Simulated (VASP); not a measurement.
# InSe: input slips in a band-gap run and what they do

Some runs for the gap of InSe get a fault in the input on purpose. Which of them show, and how? The starting structure is a measured crystal structure from the Crystallography Open Database. The atoms were first relaxed with LDA in that cell, in a run that isn't shown, and the relaxed structure is the one below.

Main program and level: VASP 6.6.1; Kohn-Sham DFT with plane waves and PAW; LDA.

## 1. The structure

It takes space group R3m (No. 160, trigonal). Conventional cell: a = 4.000 Å, b = 4.000 Å, c = 24.950 Å, α = 90.00°, β = 90.00°, γ = 120.00°. In has 3 Se at 2.63 Å and 1 In at 2.76 Å nearest. Nearest to Se lie 3 In at 2.63 Å. Nearest to Se lie 3 In at 2.63 Å. Farther neighbours and most contacts between anions are not listed.

## 2. Reference bands

Contents of INCAR:

```
SYSTEM = InSe
PREC = Accurate
ENCUT = 350
EDIFF = 1E-06
NELM = 100
ISMEAR = 0
SIGMA = 0.03
LREAL = .FALSE.
ALGO = Normal
GGA = CA
NBANDS = 33
LORBIT = 11
LWAVE = .FALSE.
LCHARG = .FALSE.
KPAR = 8
LASPH = .TRUE.
```

Contents of POSCAR:

```
InSe
1.0
    2.0000000000      1.1547005384      8.3166666667
   -2.0000000000      1.1547005384      8.3166666667
    0.0000000000     -2.3094010768      8.3166666667
In Se
2 2
Direct
    0.8886320810      0.8886320810      0.8886320810
    0.9991623612      0.9991623612      0.9991623612
    0.1713962895      0.1713962895      0.1713962895
    0.3831092683      0.3831092683      0.3831092683
```

Contents of KPOINTS:

```
Automatic mesh
0
Gamma
6 6 6
0 0 0
```

Contents of KPOINTS_OPT:

```
Line mode
10
Line-mode
Reciprocal
  0.00000000   0.00000000   0.00000000 GAMMA
  0.50000000   0.00000000   0.00000000 L

  0.50000000   0.00000000   0.00000000 L
  0.50000000   0.17951802  -0.17951802 B1

  0.82048198   0.50000000   0.17951802 B
  0.50000000   0.50000000   0.50000000 Z

  0.50000000   0.50000000   0.50000000 Z
  0.00000000   0.00000000   0.00000000 GAMMA

  0.00000000   0.00000000   0.00000000 GAMMA
  0.33975901   0.00000000  -0.33975901 X

  0.66024099   0.33975901   0.00000000 Q
  0.50000000   0.50000000   0.00000000 F

  0.50000000   0.50000000   0.00000000 F
  0.66024099   0.66024099   0.17951802 P1

  0.66024099   0.66024099   0.17951802 P1
  0.50000000   0.50000000   0.50000000 Z

  0.50000000   0.00000000   0.00000000 L
  0.82048198   0.33975901   0.33975901 P
```

Potentials, in the order of the species: In_d and Se (LDA family, release 64).

On the command line:

```
> mpirun -np 8 vasp_std
```

The log of the run:

```text
[banner, memory and clock lines left out]
running    8 mpi-ranks, on    1 nodes
 distrk:  each k-point on    1 cores,    8 groups
 distr:  one band on    1 cores,    1 groups

 POSCAR found type information on POSCAR InSe
 POSCAR found :  2 types and       4 ions
|                                                                             |
|           W    W    AA    RRRRR   N    N  II  N    N   GGGG   !!!           |
|           W    W   A  A   R    R  NN   N  II  NN   N  G    G  !!!           |
|           W    W  A    A  R    R  N N  N  II  N N  N  G       !!!           |
|           W WW W  AAAAAA  RRRRR   N  N N  II  N  N N  G  GGG   !            |
|           WW  WW  A    A  R   R   N   NN  II  N   NN  G    G                |
|           W    W  A    A  R    R  N    N  II  N    N   GGGG   !!!           |
|                                                                             |
|     For optimal performance we recommend to set                             |
|       NCORE = 2 up to number-of-cores-per-socket                            |
|     NCORE specifies how many cores store one orbital (NPAR=cpu/NCORE).      |
|     This setting can greatly improve the performance of VASP for DFT.       |
|     The default, NCORE=1 might be grossly inefficient on modern             |
|     multi-core architectures or massively parallel machines. Do your        |
|     Unfortunately you need to use the default for GW and RPA                |
|     calculations (for HF NCORE is supported but not extensively tested      |
|     yet).                                                                   |
|                                                                             |

 LDA part: xc-table for (Slater(with rela. corr.)+CA(PZ))
 , standard interpolation
 POSCAR, INCAR and KPOINTS ok, starting setup
 FFT: planning ... GRIDC
 FFT: planning ... GRID_SOFT
 FFT: planning ... GRID
 WAVECAR not read
 entering main loop
       N       E                     dE             d eps       ncg     rms          rms(c)
DAV:   1     0.307968827443E+03    0.30797E+03   -0.13126E+04  2136   0.963E+02
DAV:   2     0.181234167042E+02   -0.28985E+03   -0.27574E+03  2200   0.295E+02
DAV:   3    -0.156510552414E+02   -0.33774E+02   -0.33231E+02  2582   0.114E+02
DAV:   4    -0.170847900325E+02   -0.14337E+01   -0.14306E+01  2512   0.246E+01
DAV:   5    -0.171551180956E+02   -0.70328E-01   -0.70319E-01  3288   0.497E+00    0.697E+00
DAV:   6    -0.167030904366E+02    0.45203E+00   -0.63681E-01  3004   0.119E+01    0.427E+00
DAV:   7    -0.166580954446E+02    0.44995E-01   -0.26701E-01  2855   0.311E+00    0.109E+00
DAV:   8    -0.166526129092E+02    0.54825E-02   -0.23538E-02  3277   0.143E+00    0.534E-01
DAV:   9    -0.166518184642E+02    0.79445E-03   -0.39112E-03  2798   0.372E-01    0.140E-01
DAV:  10    -0.166518359874E+02   -0.17523E-04   -0.21546E-04  2911   0.868E-02    0.742E-02
DAV:  11    -0.166518501118E+02   -0.14124E-04   -0.43520E-05  2910   0.509E-02    0.183E-02
DAV:  12    -0.166518459462E+02    0.41657E-05   -0.10543E-05  2989   0.275E-02    0.129E-02
DAV:  13    -0.166518465108E+02   -0.56460E-06   -0.18440E-06  2066   0.594E-03
   1 F= -.16651847E+02 E0= -.16651847E+02  d E =-.809987E-09
 Start KPOINTS_OPT (optional k-point list driver)
k-point batch [1-32\90]
       N       E                     dE             ncg
DAV:   1     0.300961433245E+04   -0.18429E+05     2120
DAV:   2    -0.620043487978E+04   -0.92100E+04     2168
DAV:   3    -0.731624981008E+04   -0.11158E+04     2599
DAV:   4    -0.736482894228E+04   -0.48579E+02     2568
DAV:   5    -0.736706328744E+04   -0.22343E+01     3280
DAV:   6    -0.736709229408E+04   -0.29007E-01     2614
DAV:   7    -0.736709440500E+04   -0.21109E-02     3256
DAV:   8    -0.736709442974E+04   -0.24733E-04     2702
DAV:   9    -0.736709443035E+04   -0.61566E-06     1712
[...]
k-point batch [65-90\90]
       N       E                     dE             ncg
DAV:   1     0.824149115980E+04   -0.18110E+05     1716
DAV:   2     0.814616956159E+03   -0.74269E+04     1741
DAV:   3    -0.519132086280E+02   -0.86653E+03     2049
DAV:   4    -0.884941465416E+02   -0.36581E+02     2120
DAV:   5    -0.902997819088E+02   -0.18056E+01     2664
DAV:   6    -0.903271040664E+02   -0.27322E-01     2159
DAV:   7    -0.903284056165E+02   -0.13016E-02     2568
DAV:   8    -0.903284281579E+02   -0.22541E-04     2192
DAV:   9    -0.903284287361E+02   -0.57820E-06     1424
```

Elapsed: 2.2 min, on 8 MPI ranks of AMD EPYC 7R43, shared host; peak memory 2.4 GiB; 14 min of CPU time.

The logs omit lines about the potential files and the build; timing stands in the text.

From OUTCAR (step 2):

```text
ion  position               nearest neighbor table
   1  0.889  0.889  0.889-   3 2.63   3 2.63   3 2.63   2 2.76
   2  0.999  0.999  0.999-   4 2.63   4 2.63   4 2.63   1 2.76
   3  0.171  0.171  0.171-   1 2.63   1 2.63   1 2.63
   4  0.383  0.383  0.383-   2 2.63   2 2.63   2 2.63

  LATTYP: Found a trigonal (rhomboedric) cell.
 ALAT       =     8.6313543421
 COS(alpha) =     0.8926178500

 Subroutine GETGRP returns: Found  6 space group operations
 (whereof  6 operations were pure point group operations)

The static configuration has the point symmetry C_3v.

 Found     32 irreducible k-points:

   k-points           NKPTS =     32   k-points in BZ     NKDIM =     32   number of bands    NBANDS=     33

   dimension x,y,z NGX =    54 NGY =   54 NGZ =   54
   dimension x,y,z NGXF=   108 NGYF=  108 NGZF=  108

   ENCUT  =  350.0 eV  25.72 Ry    5.07 a.u.  13.17 13.17 13.17*2*pi/ulx,y,z

   NELECT =      38.0000    total number of electrons

 k-points in reciprocal lattice and weights: Automatic mesh
   0.00000000  0.00000000  0.00000000       0.005
   0.16666667  0.00000000 -0.00000000       0.028
   0.33333333  0.00000000  0.00000000       0.028
   0.50000000  0.00000000  0.00000000       0.014
   0.16666667  0.16666667 -0.00000000       0.028
   0.33333333  0.16666667  0.00000000       0.056
   0.50000000  0.16666667  0.00000000       0.056
  -0.33333333  0.16666667  0.00000000       0.056
  -0.16666667  0.16666667  0.00000000       0.028
[...]
-0.33333333  0.50000000  0.33333333       0.028
   0.50000000  0.50000000  0.50000000       0.005

 average (electrostatic) potential at core
       1 -96.5580       2 -96.5589       3 -60.2261       4 -60.2270

 E-fermi :   4.2376

 k-point     1 :       0.0000    0.0000    0.0000
  band No.  band energies     occupation
    ...
     15       2.4862      2.00000
     16       2.7574      2.00000
     17       2.7574      2.00000
     18       2.8557      2.00000
     19       2.8557      2.00000
     20       5.6842      0.00000
     21       6.0266      0.00000
     22       8.3153      0.00000
     23       8.3153      0.00000
     24       9.3140      0.00000
    ...

 k-point     2 :       0.1667    0.0000   -0.0000
  band No.  band energies     occupation
    ...
     15       1.2767      2.00000
     16       2.2502      2.00000
     17       2.4262      2.00000
     18       2.5703      2.00000
     19       3.0129      2.00000
     20       6.1502      0.00000
     21       6.6650      0.00000
     22       7.6815      0.00000
     23       8.5522      0.00000
     24       8.5653      0.00000
    ...

 k-point     3 :       0.3333    0.0000    0.0000
  band No.  band energies     occupation
    ...
     15       0.1580      2.00000
     16       1.9149      2.00000
     17       1.9871      2.00000
     18       2.0461      2.00000
     19       2.8425      2.00000
     20       5.4683      0.00000
     21       6.0650      0.00000
     22       7.7825      0.00000
     23       8.2481      0.00000
     24       8.7771      0.00000
    ...

  Total       -0.7262138     -0.7262138     -0.7323494     -0.0000000     -0.0000000      0.0000000
  in kB      -10.0966011    -10.0966011    -10.1819045     -0.0000000     -0.0000000      0.0000000
  external PRESSURE =     -10.1250356 kB  Pullay stress =       0.0000000 kB

  energy-cutoff  :      350.00
  volume of cell :      115.24
      direct lattice vectors                 reciprocal lattice vectors
     2.000000000  1.154700538  8.316666667     0.250000000  0.144337567  0.040080160
    -2.000000000  1.154700538  8.316666667    -0.250000000  0.144337567  0.040080160
     0.000000000 -2.309401077  8.316666667     0.000000000 -0.288675135  0.040080160

 POSITION                                       TOTAL-FORCE (eV/Angst)
 -----------------------------------------------------------------------------------
      0.00000      0.00000     22.17137         0.000000     -0.000000      0.002630
      0.00000      0.00000     24.92910         0.000000     -0.000000      0.000109
      0.00000      0.00000      4.27634         0.000000     -0.000000     -0.000569
      0.00000      0.00000      9.55858         0.000000      0.000000     -0.002170
 -----------------------------------------------------------------------------------
    total drift:                               -0.000000      0.000000     -0.000041

  FREE ENERGIE OF THE ION-ELECTRON SYSTEM (eV)
  ---------------------------------------------------
  free  energy   TOTEN  =       -16.6518465108 eV

  energy  without entropy=      -16.6518465099  energy(sigma->0) =      -16.65184651

 total charge
# of ion       s       p       d       tot
------------------------------------------
    1        0.875   0.695   9.881  11.452
    2        0.875   0.694   9.881  11.450
    3        1.478   2.330   0.024   3.832
    4        1.478   2.329   0.024   3.831
--------------------------------------------------
tot          4.707   6.048  19.810  30.565

[... 3 further parts left out ...]
```

Spin-orbit coupling is off here; with elements this heavy it can split and shift levels by tenths of an eV.

The reference gap is 0.209 eV.

## 3. Bands with too few electronic steps

A slip made on purpose: too few electronic steps. Against step 2 the input has NELM = 4.

INCAR: that of step 2 with these lines changed.

```diff
@@ -4,3 +4,3 @@
 EDIFF = 1E-06
-NELM = 100
+NELM = 4
 ISMEAR = 0
```

POSCAR is that of step 2.

KPOINTS is that of step 2.

KPOINTS_OPT is that of step 2.

On the command line:

```
> mpirun -np 8 vasp_std
```

The log of the run:

```text
[banner, memory and clock lines left out]
running    8 mpi-ranks, on    1 nodes
[...]
[... a notice as in an earlier step ...]

 LDA part: xc-table for (Slater(with rela. corr.)+CA(PZ))
 , standard interpolation
 POSCAR, INCAR and KPOINTS ok, starting setup
[...]
entering main loop
       N       E                     dE             d eps       ncg     rms          rms(c)
[... 4 cycles as in an earlier step ...]
|                                                                             |
|           W    W    AA    RRRRR   N    N  II  N    N   GGGG   !!!           |
|           W    W   A  A   R    R  NN   N  II  NN   N  G    G  !!!           |
|           W    W  A    A  R    R  N N  N  II  N N  N  G       !!!           |
|           W WW W  AAAAAA  RRRRR   N  N N  II  N  N N  G  GGG   !            |
|           WW  WW  A    A  R   R   N   NN  II  N   NN  G    G                |
|           W    W  A    A  R    R  N    N  II  N    N   GGGG   !!!           |
|                                                                             |
|     The electronic self-consistency was not achieved in the given           |
|     number of steps (NELM). The forces and other quantities evaluated       |
|     might not be reliable so examine the results carefully. If you find     |
|     spurious results, we suggest increasing NELM, if you were close to      |
|     convergence or switching to a different ALGO or adjusting the           |
|     density mixing parameters otherwise.                                    |
|                                                                             |

   1 F= -.17084790E+02 E0= -.17084790E+02  d E =-.115037E-16
 Start KPOINTS_OPT (optional k-point list driver)
k-point batch [1-32\90]
       N       E                     dE             ncg
DAV:   1     0.300741377242E+04   -0.18431E+05     2120
DAV:   2    -0.621323668820E+04   -0.92207E+04     2176
DAV:   3    -0.732851678728E+04   -0.11153E+04     2599
DAV:   4    -0.737693942977E+04   -0.48423E+02     2560
[...]
k-point batch [65-90\90]
       N       E                     dE             ncg
DAV:   1     0.823890049643E+04   -0.18113E+05     1716
DAV:   2     0.804234487326E+03   -0.74347E+04     1749
DAV:   3    -0.616932733112E+02   -0.86593E+03     2033
DAV:   4    -0.980572450637E+02   -0.36364E+02     2136
```

Wall time 36 s (8 MPI ranks); peak memory 2.4 GiB.

OUTCAR, selected parts (step 3):

```text
  Total       -3.9504472     -3.9504472     -7.5786475      0.0000000      0.0000000      0.0000000
  in kB      -54.9233393    -54.9233393   -105.3664583      0.0000000      0.0000000      0.0000000
  external PRESSURE =     -71.7377123 kB  Pullay stress =       0.0000000 kB

 POSITION                                       TOTAL-FORCE (eV/Angst)
 -----------------------------------------------------------------------------------
      0.00000      0.00000     22.17137         0.000000      0.000000      0.082927
      0.00000      0.00000     24.92910         0.000000     -0.000000     -0.076533
      0.00000      0.00000      4.27634         0.000000      0.000000     -0.030143
      0.00000      0.00000      9.55858         0.000000      0.000000      0.023749
 -----------------------------------------------------------------------------------
    total drift:                               -0.000000      0.000000      0.042812

  FREE ENERGIE OF THE ION-ELECTRON SYSTEM (eV)
  ---------------------------------------------------
  free  energy   TOTEN  =       -17.0847900325 eV

  energy  without entropy=      -17.0847900325  energy(sigma->0) =      -17.08479003

[... 2 parts as in an earlier step ...]

[... 1 further part left out ...]
[key lines of the parts left out:]
E-fermi :   3.8315
```

The electronic loop didn't reach EDIFF within its 4 cycles (NELM).

## 4. Bands with one electron missing

A slip made on purpose: one electron missing. Against step 2 the input has NELECT = 37 (also changed: NELM).

INCAR: that of step 3 with these lines changed.

```diff
@@ -4,3 +4,3 @@
 EDIFF = 1E-06
-NELM = 4
+NELM = 60
 ISMEAR = 0
@@ -16 +16,2 @@
 LASPH = .TRUE.
+NELECT = 37
```

POSCAR is that of step 3.

KPOINTS is that of step 3.

KPOINTS_OPT is that of step 3.

On the command line:

```
> mpirun -np 8 vasp_std
```

The log of the run:

```text
[... set-up lines as in an earlier step ...]
 entering main loop
       N       E                     dE             d eps       ncg     rms          rms(c)
DAV:   1     0.294958379720E+03    0.29496E+03   -0.12493E+04  2136   0.913E+02
DAV:   2     0.136472961623E+02   -0.28131E+03   -0.26777E+03  2200   0.287E+02
DAV:   3    -0.185863295987E+02   -0.32234E+02   -0.31644E+02  2582   0.110E+02
DAV:   4    -0.199558263902E+02   -0.13695E+01   -0.13656E+01  2512   0.239E+01
DAV:   5    -0.200239976685E+02   -0.68171E-01   -0.68161E-01  3288   0.484E+00BRMIX: very serious problems
 the old and the new charge density differ
 old charge density:    38.00000 new   37.00000
BRMIX: very serious problems
 the old and the new charge density differ
 old charge density:    38.00000 new   37.00000
BRMIX: very serious problems
 the old and the new charge density differ
 old charge density:    38.00000 new   37.00000
BRMIX: very serious problems
 the old and the new charge density differ
 old charge density:    38.00000 new   37.00000
BRMIX: very serious problems
 the old and the new charge density differ
[...]
1 F= -.19829748E+02 E0= -.19829307E+02  d E =-.881851E-03
 Start KPOINTS_OPT (optional k-point list driver)
k-point batch [1-32\90]
       N       E                     dE             ncg
DAV:   1     0.238624052414E+04   -0.18142E+05     2128
DAV:   2    -0.646031457507E+04   -0.88466E+04     2168
DAV:   3    -0.753011301107E+04   -0.10698E+04     2584
DAV:   4    -0.757670581943E+04   -0.46593E+02     2528
DAV:   5    -0.757885025793E+04   -0.21444E+01     3296
DAV:   6    -0.757887543686E+04   -0.25179E-01     2622
DAV:   7    -0.757887665488E+04   -0.12180E-02     3256
DAV:   8    -0.757887667716E+04   -0.22274E-04     2685
DAV:   9    -0.757887667778E+04   -0.61985E-06     1784
[...]
k-point batch [65-90\90]
       N       E                     dE             ncg
DAV:   1     0.752390480104E+04   -0.17822E+05     1716
DAV:   2     0.382080245364E+03   -0.71418E+04     1741
DAV:   3    -0.455508590269E+03   -0.83759E+03     2040
DAV:   4    -0.491044973079E+03   -0.35536E+02     2136
DAV:   5    -0.492760563656E+03   -0.17156E+01     2632
DAV:   6    -0.492784257192E+03   -0.23694E-01     2159
DAV:   7    -0.492785473140E+03   -0.12159E-02     2632
DAV:   8    -0.492785493171E+03   -0.20031E-04     2208
DAV:   9    -0.492785493739E+03   -0.56791E-06     1408
```

Wall time 86 s (8 MPI ranks); peak memory 2.4 GiB; 11 min of CPU time.

From OUTCAR (step 4):

```text
  Total       -9.7210532     -9.7210532    -11.3770937      0.0000000      0.0000000     -0.0000000
  in kB     -135.1524711   -135.1524711   -158.1765171      0.0000000      0.0000000     -0.0000000
  external PRESSURE =    -142.8271531 kB  Pullay stress =       0.0000000 kB

 POSITION                                       TOTAL-FORCE (eV/Angst)
 -----------------------------------------------------------------------------------
      0.00000      0.00000     22.17137         0.000000      0.000000     -0.931734
      0.00000      0.00000     24.92910         0.000000     -0.000000      0.929047
      0.00000      0.00000      4.27634         0.000000      0.000000      0.444409
      0.00000      0.00000      9.55858         0.000000     -0.000000     -0.441722
 -----------------------------------------------------------------------------------
    total drift:                               -0.000000      0.000000      0.000039

  FREE ENERGIE OF THE ION-ELECTRON SYSTEM (eV)
  ---------------------------------------------------
  free  energy   TOTEN  =       -19.8297481945 eV

  energy  without entropy=      -19.8288663434  energy(sigma->0) =      -19.82930727

[... 2 parts as in an earlier step ...]

[... 1 further part left out ...]
[key lines of the parts left out:]
E-fermi :   2.7551
```

With one electron missing there is no gap to read, since by its occupations the run counts as a metal (its levels may still leave one).

(Continued in part 2 of 2.)

[Lines on the potential files, build, host, timing and source positions are cut from VASP's logs without a mark.]

[Logs are printed without paths, hosts, clocks, repeated set-up lines and the standing remarks that a program may print on its own settings, such as how far it seeks lower states.]

[Hosts, paths, dates, database ids (printed as entryN), source tags and the programs' standing remarks are cut or masked in the printed files.]
